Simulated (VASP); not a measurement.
# Ni2H (P-3m1) in VASP: further runs

Runs on Ni2H. Level: r2SCAN. Tasks: single point.

All numbers are computed with VASP 6.6.1; they aren't measurements. Logs are shortened: lines on timing, memory, paths and dates and some standing lists are left out, and cuts for length are marked.

### 1 Starting point

Symmetry: P-3m1, No. 164, trigonal system. The conventional cell has a = 2.643 Å, b = 2.643 Å, c = 4.308 Å, α = 90.00°, β = 90.00°, γ = 120.00°. Around Ni (site symmetry 3m) lie 3 H at 1.83 Å. Around H (site symmetry -3m) lie 6 Ni at 1.83 Å.

### 2 Single point, r2SCAN, collinear spin, ferromagnetic start

File INCAR:

```
SYSTEM = Ni2H
ADDGRID  = .FALSE.      
ALGO     = Normal         ! electronic algorithm
EDIFF    = 1E-6           ! SCF threshold, eV
ENCUT    = 400            ! plane-wave cutoff, eV
ISIF     = 2              ! what is computed and relaxed
ISMEAR   = 0              ! smearing method
ISPIN    = 2              ! spin polarisation
LASPH    = .TRUE.         ! aspherical terms in the spheres
LCHARG   = .FALSE.        ! write CHGCAR
LMAXMIX  = 4              ! l up to which the mixer works
LMIXTAU  = .TRUE.       
LORBIT   = 11             ! projections on sites
LREAL    = .FALSE.        ! projectors in reciprocal space
LWAVE    = .FALSE.        ! write WAVECAR
MAGMOM   = 1 1 0          ! initial moments
METAGGA  = R2SCAN         ! meta-GGA
NBANDS   = 22             ! bands
NELM     = 100            ! most SCF steps
PREC     = Accurate       ! precision mode
SIGMA    = 0.05           ! smearing width, eV
```

File KPOINTS:

```
k-points
0
G
  4 4 2
  0 0 0
```

File POSCAR:

```
Ni2H
1.0
    2.6430000000      0.0000000000      0.0000000000
   -1.3215000000      2.2889051422      0.0000000000
    0.0000000000      0.0000000000      4.3080000000
Ni H
2 1
Direct
    0.6666666667      0.3333333333      0.7670000000
    0.3333333333      0.6666666667      0.2330000000
    0.0000000000      0.0000000000      0.0000000000
```

Potentials or basis: VASP PAW PBE potentials, release 64 (Ni, H_s).

Launch:

```bash
$ cat potpaw_PBE.64/Ni/POTCAR potpaw_PBE.64/H_s/POTCAR > POTCAR
$ mpirun -np 1 vasp_std > vasp.out
```

OUTCAR:

```text
SYSTEM = Ni2H
   EDIFF = 1E-6
   ENCUT = 400
   ISIF = 2
   ISMEAR = 0
   ISPIN = 2
   LASPH = .TRUE.
   LORBIT = 11
   LREAL = .FALSE.
   METAGGA = R2SCAN
   NELM = 100
   PREC = Accurate

 Found      8 irreducible k-points:

 Following reciprocal coordinates:
            Coordinates               Weight
  0.000000  0.000000  0.000000      1.000000
  0.250000  0.000000  0.000000      6.000000
  0.500000  0.000000  0.000000      3.000000
  0.250000  0.250000  0.000000      6.000000
  0.000000  0.000000  0.500000      1.000000
  0.250000  0.000000  0.500000      6.000000
   k-points           NKPTS =      8   k-points in BZ     NKDIM =      8   number of bands    NBANDS=     22
   number of dos      NEDOS =    301   number of ions     NIONS =      3
   total plane-waves  NPLWV =   9072
   dimension x,y,z NGX =    18 NGY =   18 NGZ =   28
   dimension x,y,z NGXF=    36 NGYF=   36 NGZF=   56
   ions per type =               2   1
   NGX,Y,Z   is equivalent  to a cutoff of  11.32, 11.32, 10.81 a.u.
   NGXF,Y,Z  is equivalent  to a cutoff of  22.64, 22.64, 21.61 a.u.
 SYSTEM =  Ni2H
   PREC   = accura    normal or accurate (medium, high low for compatibility)
   ISTART =      0    job   : 0-new  1-cont  2-samecut
   ICHARG =      2    charge: 1-file 2-atom 10-const
   ISPIN  =      2    spin polarized calculation?
   LNONCOLLINEAR =      F non collinear calculations
   LSORBIT =      F    spin-orbit coupling
   LASPH  =      T    aspherical Exc in radial PAW
   ENCUT  =  400.0 eV  29.40 Ry    5.42 a.u.   4.31  4.31  7.03*2*pi/ulx,y,z
   NELM   =    100;   NELMIN=  2; NELMDL= -5     # of ELM steps
   EDIFF  = 0.1E-05   stopping-criterion for ELM
   LREAL  =      F    real-space projection
   EDIFFG = 0.1E-04   stopping-criterion for IOM
   NSW    =      0    number of steps for IOM
   IBRION =     -1    ionic relax: 0-MD 1-quasi-New 2-CG
   NFREE  =      0    steps in history (QN), initial steepest desc. (CG)
   ISIF   =      2    stress and relaxation
   ISYM   =      2    0-nonsym 1-usesym 2-fastsym
   POTIM  = 0.5000    time-step for ionic-motion
   TEBEG  =    0.0;   TEEND  =   0.0 temperature during run
   PSTRESS=    0.0 pullay stress
   NELECT =      21.0000    total number of electrons
   NUPDOWN=      -1.0000    fix difference up-down
   EMIN   =  10.00;   EMAX   =-10.00  energy-range for DOS
   EFERMI =   0.00;   METHOD = LEGACY
   ISMEAR =     0;   SIGMA  =   0.05  broadening in eV -4-tet -1-fermi 0-gaus
   EFERMI_NEDOS =   21; number of points for ismear=-14 and -15
   IALGO  =     38    algorithm
   IMIX   =      4    mixing-type and parameters
     AMIX     =   0.40;   BMIX     =  1.00
     AMIX_MAG =   1.60;   BMIX_MAG =  1.00
  volume/ion in A,a.u.               =       8.69        58.62
  Fermi-wavevector in a.u.,A,eV,Ry     =   1.523401  2.878811 31.575750  2.320752
  Thomas-Fermi vector in A             =   2.631850
   LORBIT       =     11    0 simple, 1 ext, 2 COOP (PROOUT), +10 PAW based schemes
   METAGGA = R2SCAN    functional components
   LHFCALC =     F    Hartree Fock is set to
   AEXX    =    0.0000 exact exchange contribution
   IVDW    =     0    specifies the selected vdW correction
   LEPSILON=     F    determine dielectric tensor
   LRPA    =     F    only Hartree local field effects (RPA)
 spin polarized calculation
 Gauss-broadening in eV      SIGMA  =   0.05
  energy-cutoff  :      400.00
  volume of cell :       26.06
 maximum number of plane-waves:       494
 NGX is ok and might be reduce to    18
   NGX =  9   NGY =  9   NGZ = 15

 number of electron      20.9999986 magnetization       1.1249947

 Free energy of the ion-electron system (eV)
  ---------------------------------------------------
  ext. energy  EPLUGINS =         0.00000000
  ---------------------------------------------------
  free energy    TOTEN  =       -26.91689477 eV

  energy without entropy =      -26.91288396  energy(sigma->0) =      -26.91488937

 E-fermi :   7.8636     XC(G=0): -13.6134

 val. band max:        7.8282145520   @ k =   0.2500   0.0000   0.5000
 cond. band min:       7.8930841305   @ k =   0.5000   0.0000   0.5000
 fundamental gap:      0.0648695785
 Fermi energy:         7.8635535897

 spin component 1

 k-point     1 :       0.0000    0.0000    0.0000
  band No.  band energies     occupation
      1      -3.5098      1.00000
      2       3.0578      1.00000
      3       5.1793      1.00000
      4       5.3298      1.00000
      5       5.3301      1.00000
      6       5.5776      1.00000
[... 14 lines left out ...]
     21      33.1563      0.00000
     22      35.7843      0.00000

 k-point     2 :       0.2500    0.0000    0.0000
  band No.  band energies     occupation
      1      -1.9614      1.00000
      2       3.8120      1.00000
      3       3.9962      1.00000
      4       4.9794      1.00000
      5       5.3281      1.00000
      6       5.6139      1.00000
[... 14 lines left out ...]
     21      32.9232      0.00000
     22      33.5009      0.00000

 k-point     3 :       0.5000    0.0000    0.0000
  band No.  band energies     occupation
      1       0.1320      1.00000
      2       3.3480      1.00000
      3       3.9172      1.00000
      4       5.1055      1.00000
      5       5.3722      1.00000
      6       5.4513      1.00000
[... 14 lines left out ...]
     21      31.9793      0.00000
     22      34.7888      0.00000

 k-point     4 :       0.2500    0.2500    0.0000
  band No.  band energies     occupation
      1      -0.0139      1.00000
      2       3.8084      1.00000
      3       4.2980      1.00000
      4       4.6131      1.00000
      5       5.2601      1.00000
      6       5.5721      1.00000
[... 14 lines left out ...]
     21      35.9649      0.00000
     22      37.4371      0.00000

 k-point     5 :       0.0000    0.0000    0.5000
  band No.  band energies     occupation
      1      -2.8635      1.00000
      2       1.6111      1.00000
      3       4.9052      1.00000
      4       5.0959      1.00000
      5       5.2850      1.00000
      6       5.2853      1.00000
[... 14 lines left out ...]
     21      33.3393      0.00000
     22      33.3393      0.00000

 k-point     6 :       0.2500    0.0000    0.5000
  band No.  band energies     occupation
      1      -1.5440      1.00000
      2       3.1136      1.00000
      3       4.4813      1.00000
      4       4.9033      1.00000
      5       5.1077      1.00000
      6       5.3926      1.00000
[... 14 lines left out ...]
     21      34.6432      0.00000
     22      36.4790      0.00000

 [... further k-points ...]

 spin component 2

 k-point     1 :       0.0000    0.0000    0.0000
  band No.  band energies     occupation
      1      -3.6565      1.00000
      2       3.7033      1.00000
      3       5.3096      1.00000
      4       6.1656      1.00000
      5       6.1656      1.00000
      6       6.4261      1.00000
[... 14 lines left out ...]
     21      33.2035      0.00000
     22      35.8215      0.00000

 k-point     2 :       0.2500    0.0000    0.0000
  band No.  band energies     occupation
      1      -2.0732      1.00000
      2       4.1841      1.00000
      3       4.7075      1.00000
      4       5.6916      1.00000
      5       6.1347      1.00000
      6       6.1772      1.00000
[... 14 lines left out ...]
     21      32.9870      0.00000
     22      33.5513      0.00000

 k-point     3 :       0.5000    0.0000    0.0000
  band No.  band energies     occupation
      1       0.1838      1.00000
      2       3.7075      1.00000
      3       4.6225      1.00000
      4       5.5674      1.00000
      5       5.8490      1.00000
      6       5.9890      1.00000
[... 14 lines left out ...]
     21      32.0555      0.00000
     22      34.9108      0.00000

 k-point     4 :       0.2500    0.2500    0.0000
  band No.  band energies     occupation
      1       0.0073      1.00000
      2       4.2228      1.00000
      3       5.0513      1.00000
      4       5.1193      1.00000
      5       5.7272      1.00000
      6       6.0586      1.00000
[... 14 lines left out ...]
     21      36.0866      0.00000
     22      37.5267      0.00000

 k-point     5 :       0.0000    0.0000    0.5000
  band No.  band energies     occupation
      1      -2.9899      1.00000
      2       1.5161      1.00000
      3       5.9749      1.00000
      4       6.0520      1.00000
      5       6.0520      1.00000
      6       6.2196      1.00000
[... 14 lines left out ...]
     21      33.4907      0.00000
     22      33.4908      0.00000

 k-point     6 :       0.2500    0.0000    0.5000
  band No.  band energies     occupation
      1      -1.6288      1.00000
      2       3.1055      1.00000
      3       5.2780      1.00000
      4       5.5534      1.00000
      5       6.0951      1.00000
      6       6.2824      1.00000
[... 14 lines left out ...]
     21      34.7546      0.00000
     22      36.6221      0.00000

 [... further k-points ...]

------------------------ aborting loop because EDIFF is reached ----------------------------------------

  FORCE on cell =-STRESS in cart. coord.  units (eV):
  Direction    XX          YY          ZZ          XY          YZ          ZX
  --------------------------------------------------------------------------------------
  -------------------------------------------------------------------------------------
  Total       -2.6158910     -2.6158910     -1.6984666      0.0000000      0.0000000      0.0000000
  in kB     -160.8161165   -160.8161165   -104.4159737      0.0000000      0.0000000      0.0000000
  external PRESSURE =    -142.0160689 kB  Pullay stress =       0.0000000 kB

 VOLUME and BASIS-vectors are now :
 -----------------------------------------------------------------------------
  energy-cutoff  :      400.00
  volume of cell :       26.06
      direct lattice vectors                 reciprocal lattice vectors
     2.643000000  0.000000000  0.000000000     0.378357927  0.218445051  0.000000000
    -1.321500000  2.288905142  0.000000000     0.000000000  0.436890102  0.000000000
     0.000000000  0.000000000  4.308000000     0.000000000  0.000000000  0.232126277

 POSITION                                       TOTAL-FORCE (eV/Angst)
 -----------------------------------------------------------------------------------
      1.32150      0.76297      3.30424         0.000000      0.000000     -1.183794
     -0.00000      1.52594      1.00376        -0.000000      0.000000      1.183794
      0.00000      0.00000      0.00000         0.000000      0.000000      0.000000
 -----------------------------------------------------------------------------------
    total drift:                                0.000000     -0.000000      0.000000

  FREE ENERGIE OF THE ION-ELECTRON SYSTEM (eV)
  ---------------------------------------------------
  free  energy   TOTEN  =       -26.9168947703 eV

  energy  without entropy=      -26.9128839636  energy(sigma->0) =      -26.91488937

 total charge

# of ion       s       p       d       tot
------------------------------------------
    1        0.426   0.463   8.375   9.263
    2        0.426   0.463   8.375   9.263
    3        0.703   0.083   0.000   0.786
--------------------------------------------------
tot          1.555   1.008  16.750  19.313

 magnetization (x)

# of ion       s       p       d       tot
------------------------------------------
    1       -0.008  -0.023   0.625   0.594
    2       -0.008  -0.023   0.625   0.594
    3        0.003  -0.007   0.000  -0.003
--------------------------------------------------
tot         -0.013  -0.053   1.251   1.185
```

Run time: 76 s. Hardware: 1 thread of Intel Xeon Platinum 8175M at 2.50GHz (Skylake/Cascade Lake), shared host; peak memory 0.14 GiB.

These settings aren't checked as converged: the numbers below hold their error.

What came out:

```yaml
Free_energy: -26.9169 eV
Pressure: -14.2 GPa
Largest_force: 1.184 eV/Å
Band_gap_on_the_k_mesh: none (metal or under the smearing width)
Net_moment: 1.12 μB per cell
Site_moments: Ni +0.59; H -0.00 μB
Valence_electrons_inside_the_program's_atomic_spheres: Ni 9.26; H 0.79
```

Caveat: the k mesh is coarse (spacing up to 0.73 Å⁻¹), so the values aren't converged; the PAW data sets were made with another functional, which shifts forces and pressure a little.

### 3 Single point, r2SCAN, collinear spin, ferromagnetic start

INCAR, as its differences from that of step 2:

```diff
@@ -4,3 +4,3 @@
 EDIFF    = 1E-6           ! SCF threshold, eV
-ENCUT    = 400            ! plane-wave cutoff, eV
+ENCUT    = 650            ! plane-wave cutoff, eV
 ISIF     = 2              ! what is computed and relaxed
```

File KPOINTS:

```
k-points
0
G
  3 3 2
  0 0 0
```

POSCAR is that of step 2.

Potentials or basis: VASP PAW PBE potentials, release 64 (Ni, H_s).

Launch:

```bash
$ cat potpaw_PBE.64/Ni/POTCAR potpaw_PBE.64/H_s/POTCAR > POTCAR
$ mpirun -np 1 vasp_std > vasp.out
```

Run time: 86 s. Hardware: 1 thread of Intel Xeon Platinum 8175M at 2.50GHz (Skylake/Cascade Lake), shared host; peak memory 0.18 GiB.

The run converged, but some of its settings lie outside the range that counts as converged, so its numbers aren't taken as properties of the crystal.

Results:

```
Free energy                                           : -27.1268 eV
Pressure                                              : -13.9 GPa
Largest force                                         : 0.610 eV/Å
Band gap on the k mesh                                : none (metal or under the smearing width)
Net moment                                            : 1.44 μB per cell
Site moments                                          : Ni +0.74; H -0.01 μB
Valence electrons inside the program's atomic spheres : Ni 9.26; H 0.78
```

Caveat: the k mesh is coarse (spacing up to 0.92 Å⁻¹), so the values aren't converged; the PAW data sets were made with another functional, which shifts forces and pressure a little.

(Continued in part 2 of 2.)
